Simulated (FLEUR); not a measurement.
# Fe (P6_3/mmc) in FLEUR: a series of runs

One crystal, Fe, is run at these levels: PBEsol+U; tasks: single point.

Everything below comes from runs of FLEUR MaX-R8.1 (later development tree). Logs are shortened: lines on timing, memory, paths and dates and some standing lists are left out, and cuts for length are marked.

### Step 1. The crystal as given

Symmetry: P6_3/mmc, No. 194, hexagonal system. The conventional cell has a = 2.434 Å, b = 2.434 Å, c = 3.842 Å, α = 90.00°, β = 90.00°, γ = 120.00°. Fe (site symmetry -6m2) has 12 Fe at 2.38 to 2.43 Å as nearest neighbours.

This isn't the form of Fe at room conditions, which is bcc.

### Step 2. Single point, PBEsol+U, collinear spin, ferromagnetic start

File inp.xml:

```xml
<?xml version="1.0" encoding="UTF-8" standalone="no"?>
<fleurInput fleurInputVersion="0.39">
   <comment>
      Fe                                                                                                  
   </comment>
   <calculationSetup>
      <cutoffs Kmax="4.76" Gmax="14.7" GmaxXC="14.7" numbands="0"/>
      <scfLoop itmax="100" minDistance="0.0002" maxIterBroyd="50" imix="Anderson" alpha="0.05" precondParam="0.0" spinf="2.0" sdNocoIR="T"/>
      <coreElectrons ctail="T" frcor="F" kcrel="0" coretail_lmax="0"/>
      <xcFunctional name="PBEs" relativisticCorrections="F"/>
      <magnetism jspins="2"/>
      <soc l_soc="F" theta="0.0" phi="0.0" spav="F"/>
      <expertModes spex="0" secvar="F"/>
      <geometryOptimization l_f="F" forcealpha="1.0" forcemix="BFGS" epsdisp="0.00001" epsforce="0.00001"/>
      <ldaU l_linMix="F" mixParam="0.05" spinf="1.0"/>
   </calculationSetup>
   <cell>
      <bzIntegration valenceElectrons="32.0" mode="hist" fermiSmearingEnergy="0.00183747">
         <kPointListSelection listName="default-1"/>
         <!-- k-points included here -->
         <xi:include xmlns:xi="http://www.w3.org/2001/XInclude" href="kpts.xml"> </xi:include>
      </bzIntegration>
      <!-- symmetry operations included here -->
      <xi:include xmlns:xi="http://www.w3.org/2001/XInclude" href="sym.xml"> </xi:include>
      <bulkLattice scale="1.0">
         <bravaisMatrix>
            <row-1>    4.5998911803346623     0.0000000000000000     0.0000000000000000</row-1>
            <row-2>   -2.2999455902618178     3.9836226168433098     0.0000000000000000</row-2>
            <row-3>    0.0000000000000000     0.0000000000000000     7.2602039369602549</row-3>
         </bravaisMatrix>
      </bulkLattice>
   </cell>
   <atomSpecies>
      <species name="Iron (Fe) 3.000" element="Fe" atomicNumber="26">
         <mtSphere radius="2.06" gridPoints="687" logIncrement="0.018"/>
         <atomicCutoffs lmax="8" lnonsphr="8"/>
         <electronConfig flipSpins="F">
            <coreConfig>(1s1/2) (2s1/2) (2p1/2) (2p3/2)</coreConfig>
            <valenceConfig>(3s1/2) (3p1/2) (3p3/2) (4s1/2) (3d3/2) (3d5/2)</valenceConfig>
            <stateOccupation state="(3d3/2)" spinUp="1.5" spinDown="0.9"/>
            <stateOccupation state="(3d5/2)" spinUp="3.0" spinDown="0.6"/>
         </electronConfig>
         <energyParameters s="4" p="4" d="3" f="4"/>
         <ldaU l="2" U="5" J="0.0" l_amf="F"/>
         <lo type="SCLO" l="0" n="3" eDeriv="0"/>
         <lo type="SCLO" l="1" n="3" eDeriv="0"/>
         <lo type="SCLO" l="1" n="3" eDeriv="1"/>
         <lo type="SCLO" l="3" n="4" eDeriv="2"/>
      </species>
   </atomSpecies>
   <atomGroups>
      <atomGroup species="Iron (Fe) 3.000">
         <relPos label="                   1">-1.000/3.000 1.000/3.000 -1.000/4.000</relPos>
         <relPos label="                   2">1.000/3.000 -1.000/3.000 1.000/4.000</relPos>
         <force calculate="T" relaxXYZ="TTT"/>
      </atomGroup>
   </atomGroups>
   <output dos="F" band="F" slice="F">
      <checks vchk="F" cdinf="F"/>
      <bandDOS minEnergy="-.5*Htr" maxEnergy="0.5*Htr" sigma="0.015" storeEVData="T"/>
      <vacuumDOS vacdos="F" integ="F" star="F" nstars="0" locx1="0.0" locy1="0.0" locx2="0.0" locy2="0.0" nstm="0" tworkf="0.0"/>
      <unfoldingBand unfoldBand="F" supercellX="1" supercellY="1" supercellZ="1"/>
      <plotting iplot="0" polar="F">
         <plot TwoD="T" vec1="  1.0  0.0  0.0" vec2="  0.0  1.0  0.0" vec3="  0.0  0.0  1.0" zero="  0.0  0.0  0.0" file="plot"/>
      </plotting>
      <chargeDensitySlicing numkpt="0" minEigenval="0.0" maxEigenval="0.0" nnne="0" pallst="F"/>
      <specialOutput eonly="F"/>
      <moessbauerParams electricFieldGradient="T" isomerShift="T" coreHyperfine="T" valenceHyperfine="T"/>
      <magneticCircularDichroism mcd="F" energyLo="-10.0" energyUp="0.0"/>
   </output>
  <!-- We include the file relax.xml here to enable relaxations (see documentation) -->
  <xi:include xmlns:xi="http://www.w3.org/2001/XInclude" href="relax.xml"> <xi:fallback/> </xi:include>
</fleurInput>
```

File crystal.txt:

```
Fe
&input cartesian=F /
2.4341575853  0.0000000000  0.0000000000
-1.2170787927  2.1080423057  0.0000000000
0.0000000000  0.0000000000  3.8419344700
1.8897261246
1.0 1.0 1.0

2
26 0.6666666666  0.3333333332  0.7500000000 : 3.000
26 0.3333333332  0.6666666666  0.2500000000 : 3.000

&kpt div1=10 div2=10 div3=6 gamma=T /
```

Potentials or basis: all-electron, FLAPW.

Command:

```
> inpgen -f crystal.txt -profile fastHighL
> # inp.xml edited to the form shown
> fleur_MPI
```

Standard output:

```text
Welcome to FLEUR        (www.flapw.de)
      MaX-Release 8.1          (www.max-centre.eu)

 ========== k-point set info ==========
 Selected k-point list: default-1
 k-point list type: mesh
 10 x 10 x 6
 Number of k points: 56

 ------------Calculation Setup---------------------------
 Number of MPI-tasks      :            1
 Number of PE/node        :            1
 Number of OMP-threads    :            1
 Most efficient MPI parallelization for:
           1           2           4           7           8          14          28          56
 Additional eigenvalue parallelization possible
 Number of basis functions:          320
 Approximate size of matrices (H+S) per k-point:         0.002 GB
 --------------------------------------------------------
 no density matrix found ... skipping LDA+U
 Reset of history
 Iteration:     1   Distance:      24.93814380 me/bohr^3
 Iteration:     2   Distance:       8.34307709 me/bohr^3
 Iteration:     3   Distance:       8.25592986 me/bohr^3
 Iteration:     4   Distance:       8.18570025 me/bohr^3
 Iteration:     5   Distance:       5.12585539 me/bohr^3
 Iteration:     6   Distance:       4.46495633 me/bohr^3
 Iteration:     7   Distance:       1.99363646 me/bohr^3
 Iteration:     8   Distance:       4.02443424 me/bohr^3
 Iteration:     9   Distance:       2.15757190 me/bohr^3
 Iteration:    10   Distance:       1.47354815 me/bohr^3
 Iteration:    11   Distance:       1.39318480 me/bohr^3
 Iteration:    12   Distance:       1.43490760 me/bohr^3
 Iteration:    13   Distance:       1.59061313 me/bohr^3
 Iteration:    14   Distance:       1.29226359 me/bohr^3
 Iteration:    15   Distance:       0.57210322 me/bohr^3
 Iteration:    16   Distance:       0.52381092 me/bohr^3
 Iteration:    17   Distance:       0.43229238 me/bohr^3
 Iteration:    18   Distance:       0.11404061 me/bohr^3
 Iteration:    19   Distance:       0.10903156 me/bohr^3
 Iteration:    20   Distance:       0.02746812 me/bohr^3
 Iteration:    21   Distance:       0.04174577 me/bohr^3
 Iteration:    22   Distance:       0.00484124 me/bohr^3
 Iteration:    23   Distance:       0.00397809 me/bohr^3
 Iteration:    24   Distance:       0.00050963 me/bohr^3
 Iteration:    25   Distance:       0.00068976 me/bohr^3
 Iteration:    26   Distance:       0.00011607 me/bohr^3

 ********************************************************************
 Run finished successfully
 Stop message:
   all done
 ********************************************************************
```

It took 69 s on 1 thread of Arm Neoverse V2, shared host; peak memory 0.07 GiB.

What came out:

```yaml
Free_energy: -69197.0855 eV
Band_gap_on_the_k_mesh: none (metal or under the smearing width)
Net_moment: 5.63 μB per cell
Site_moments: Fe +2.90 μB
Valence_electrons_inside_the_program's_atomic_spheres: Fe 14.46 (radii Fe 2.06 bohr)
```

Eigenvalues of the final occupation matrices:
| site | spin | trace | eigenvalues |
| --- | --- | --- | --- |
| atom type 1 | 1 | 4.40 | 0.86 0.88 0.88 0.89 0.89 |
| atom type 1 | 2 | 1.45 | 0.18 0.18 0.27 0.27 0.55 |

Core levels (eV from the Fermi level):
```tsv
atom	levels
1 Fe	1s1/2 -6983.1, 2s1/2 -812.3, 2p1/2 -699.6, 2p3/2 -687.2
2 Fe	1s1/2 -6983.1, 2s1/2 -812.3, 2p1/2 -699.6, 2p3/2 -687.2
```

Caveat: the U is typed as a test and isn't derived for this compound.

### Step 3. Single point, PBEsol+U, collinear spin, ferromagnetic start

inp.xml: that of step 2 with these lines changed.

```diff
@@ -43,3 +43,3 @@
          <energyParameters s="4" p="4" d="3" f="4"/>
-         <ldaU l="2" U="5" J="0.0" l_amf="F"/>
+         <ldaU l="2" U="6" J="0.0" l_amf="F"/>
          <lo type="SCLO" l="0" n="3" eDeriv="0"/>
```

crystal.txt is that of step 2.

Potentials or basis: all-electron, FLAPW.

Command:

```
> inpgen -f crystal.txt -profile fastHighL
> # inp.xml edited to the form shown
> fleur_MPI
```

Standard output:

```text
Welcome to FLEUR        (www.flapw.de)
      MaX-Release 8.1          (www.max-centre.eu)

 ========== k-point set info ==========
 Selected k-point list: default-1
 k-point list type: mesh
 10 x 10 x 6
 Number of k points: 56

 ------------Calculation Setup---------------------------
 Number of MPI-tasks      :            1
 Number of PE/node        :            1
 Number of OMP-threads    :            1
 Most efficient MPI parallelization for:
           1           2           4           7           8          14          28          56
 Additional eigenvalue parallelization possible
 Number of basis functions:          320
 Approximate size of matrices (H+S) per k-point:         0.002 GB
 --------------------------------------------------------
 no density matrix found ... skipping LDA+U
 Reset of history
 Iteration:     1   Distance:      24.93814380 me/bohr^3
 Iteration:     2   Distance:       9.90183338 me/bohr^3
 Iteration:     3   Distance:       9.85774120 me/bohr^3
 Iteration:     4   Distance:       9.97068356 me/bohr^3
 Iteration:     5   Distance:       8.18980137 me/bohr^3
 Iteration:     6   Distance:       6.51353965 me/bohr^3
 Iteration:     7   Distance:       2.73343451 me/bohr^3
 Iteration:     8   Distance:       3.32821788 me/bohr^3
 Iteration:     9   Distance:       4.73574216 me/bohr^3
 Iteration:    10   Distance:       4.47902964 me/bohr^3
 Invalid elements in DFT+U matrix after mixing:
 Reset of history
 Iteration:    11   Distance:       4.46843149 me/bohr^3
 Iteration:    12   Distance:      13.19510187 me/bohr^3
 Iteration:    13   Distance:      12.66334681 me/bohr^3
 Iteration:    14   Distance:       9.45399543 me/bohr^3
 Iteration:    15   Distance:      10.10557676 me/bohr^3
 Iteration:    16   Distance:       4.27900717 me/bohr^3
 Iteration:    17   Distance:       3.90265332 me/bohr^3
 Iteration:    18   Distance:       2.08605735 me/bohr^3
 Iteration:    19   Distance:       1.50318435 me/bohr^3
 Iteration:    20   Distance:       0.73645647 me/bohr^3
 Iteration:    21   Distance:       0.46390092 me/bohr^3
 Iteration:    22   Distance:       0.29865658 me/bohr^3
 Iteration:    23   Distance:       0.10451526 me/bohr^3
 Iteration:    24   Distance:       0.10591863 me/bohr^3
 Iteration:    25   Distance:       0.02449491 me/bohr^3
 Iteration:    26   Distance:       0.02947016 me/bohr^3
 Iteration:    27   Distance:       0.00907316 me/bohr^3
 Iteration:    28   Distance:       0.00637417 me/bohr^3
 Iteration:    29   Distance:       0.00130036 me/bohr^3
 Iteration:    30   Distance:       0.00072524 me/bohr^3
 Iteration:    31   Distance:       0.00024521 me/bohr^3
 Iteration:    32   Distance:       0.00015400 me/bohr^3

 ********************************************************************
 Run finished successfully
 Stop message:
   all done
 ********************************************************************
```

Run time: 85 s. Hardware: 1 thread of Arm Neoverse V2, shared host; peak memory 0.07 GiB.

Results:

| Quantity | Value |
| --- | --- |
| Free energy | -69195.6782 eV |
| Band gap on the k mesh | none (metal or under the smearing width) |
| Net moment | 5.98 μB per cell |
| Site moments | Fe +3.05 μB |
| Valence electrons inside the program's atomic spheres | Fe 14.46 (radii Fe 2.06 bohr) |

Levels at points of the mesh, in eV from the Fermi level:
Spin up:
| k point | band 15 | band 16 | band 17 | band 18 | band 19 | band 20 | band 21 | band 22 | band 23 | band 24 |
| --- | --- | --- | --- | --- | --- | --- | --- | --- | --- | --- |
| (0.00, 0.00, 0.00) | -5.11 | -5.09 | -5.09 | -3.52 | -3.52 | -0.65 | 6.90 | 20.53 | 24.24 | 24.92 |
| (0.00, 0.00, 0.50) | -5.22 | -5.22 | -3.94 | -3.94 | -3.94 | -3.94 | 16.12 | 16.12 | 21.40 | 21.40 |
| (0.00, 0.50, 0.00) | -4.60 | -3.53 | -3.30 | -3.18 | 0.10 | 2.62 | 9.85 | 10.57 | 12.88 | 14.39 |
| (0.00, 0.50, 0.50) | -3.38 | -3.38 | -3.23 | -3.23 | 0.68 | 0.68 | 7.21 | 7.21 | 18.56 | 18.56 |
Spin down:
```
           k point  band 10  band 11  band 12  band 13  band 14  band 15  band 16  band 17
(0.00, 0.00, 0.00)    -5.43    -1.12    -0.34     0.61     0.61     1.26     1.26     2.49
(0.00, 0.00, 0.50)    -7.49    -1.99    -1.99     0.61     0.61     0.61     0.61     3.85
(0.00, 0.50, 0.00)    -3.75    -2.64    -2.44    -0.16     0.87     1.00     3.79     3.88
(0.00, 0.50, 0.50)    -3.87    -2.06    -2.06     0.09     0.09     2.56     2.56     3.81
```

Eigenvalues of the final occupation matrices:
```
       site  spin  trace               eigenvalues
atom type 1     1   4.46  0.88 0.89 0.89 0.89 0.89
atom type 1     2   1.37  0.16 0.16 0.24 0.24 0.58
```

Core levels (eV from the Fermi level):
```tsv
atom	levels
1 Fe	1s1/2 -6983.1, 2s1/2 -812.4, 2p1/2 -699.7, 2p3/2 -687.2
2 Fe	1s1/2 -6983.1, 2s1/2 -812.4, 2p1/2 -699.7, 2p3/2 -687.2
```

Caveat: the U is typed as a test and isn't derived for this compound.

### Step 4. Single point, PBEsol+U, collinear spin, ferromagnetic start

inp.xml: that of step 3 with these lines changed.

```diff
@@ -43,3 +43,3 @@
          <energyParameters s="4" p="4" d="3" f="4"/>
-         <ldaU l="2" U="6" J="0.0" l_amf="F"/>
+         <ldaU l="2" U="8" J="0.0" l_amf="F"/>
          <lo type="SCLO" l="0" n="3" eDeriv="0"/>
```

crystal.txt is that of step 3.

Command:

```
> inpgen -f crystal.txt -profile fastHighL
> # inp.xml edited to the form shown
> fleur_MPI
```

Wall time 72 s (1 thread of Arm Neoverse V2, shared host); peak memory 0.07 GiB.

The run converged. Its results:

| Quantity | Value |
| --- | --- |
| Free energy | -69193.1397 eV |
| Band gap on the k mesh | none (metal or under the smearing width) |
| Net moment | 6.17 μB per cell |
| Site moments | Fe +3.15 μB |
| Valence electrons inside the program's atomic spheres | Fe 14.46 (radii Fe 2.06 bohr) |

Levels at points of the mesh, in eV from the Fermi level:
Spin up:
| k point | band 15 | band 16 | band 17 | band 18 | band 19 | band 20 | band 21 | band 22 | band 23 | band 24 |
| --- | --- | --- | --- | --- | --- | --- | --- | --- | --- | --- |
| (0.00, 0.00, 0.00) | -6.10 | -6.10 | -5.90 | -4.55 | -4.55 | -0.85 | 6.39 | 20.22 | 23.91 | 24.65 |
| (0.00, 0.00, 0.50) | -5.83 | -5.83 | -5.00 | -5.00 | -5.00 | -5.00 | 15.73 | 15.73 | 21.11 | 21.11 |
| (0.00, 0.50, 0.00) | -5.26 | -4.73 | -4.51 | -4.21 | -0.43 | 2.11 | 9.53 | 10.17 | 12.39 | 14.11 |
| (0.00, 0.50, 0.50) | -4.59 | -4.59 | -4.05 | -4.05 | 0.33 | 0.33 | 6.69 | 6.69 | 18.21 | 18.21 |
Spin down:
| k point | band 10 | band 11 | band 12 | band 13 | band 14 | band 15 | band 16 | band 17 |
| --- | --- | --- | --- | --- | --- | --- | --- | --- |
| (0.00, 0.00, 0.00) | -6.18 | -2.11 | -0.57 | 1.24 | 1.24 | 1.92 | 1.92 | 3.31 |
| (0.00, 0.00, 0.50) | -7.80 | -2.86 | -2.86 | 1.26 | 1.26 | 1.26 | 1.26 | 4.70 |
| (0.00, 0.50, 0.00) | -3.86 | -3.03 | -1.99 | -0.63 | 1.37 | 1.74 | 3.63 | 4.54 |
| (0.00, 0.50, 0.50) | -3.67 | -2.35 | -2.35 | -0.28 | -0.28 | 3.32 | 3.32 | 3.98 |

Eigenvalues of the final occupation matrices:
```
       site  spin  trace               eigenvalues
atom type 1     1   4.50  0.89 0.90 0.90 0.90 0.90
atom type 1     2   1.31  0.13 0.13 0.19 0.19 0.68
```

Core levels (eV from the Fermi level):
```csv
atom,levels
1 Fe,"1s1/2 -6983.1, 2s1/2 -812.5, 2p1/2 -699.7, 2p3/2 -687.3"
2 Fe,"1s1/2 -6983.1, 2s1/2 -812.5, 2p1/2 -699.7, 2p3/2 -687.3"
```

Caveat: the U is typed as a test and isn't derived for this compound.

### Step 5. Summary

| U | gap on the mesh (eV) | moment (μB) |
| --- | --- | --- |
| Fe d U = 5 eV | none | 5.63 |
| Fe d U = 6 eV | none | 5.98 |
| Fe d U = 8 eV | none | 6.17 |

Alike in all rows: task single point; level PBEsol+U; potentials or basis all-electron, FLAPW; spin collinear, ferromagnetic start; cell as given; k mesh 10 × 10 × 6; smearing fermi-dirac 0.05 eV; kmax 4.76 1/bohr.

Every run on the cell as given and a fine mesh finds a metal.

Caveats: the U is typed as a test and isn't derived for this compound.

Compare energies only between runs with the same functional and basis.
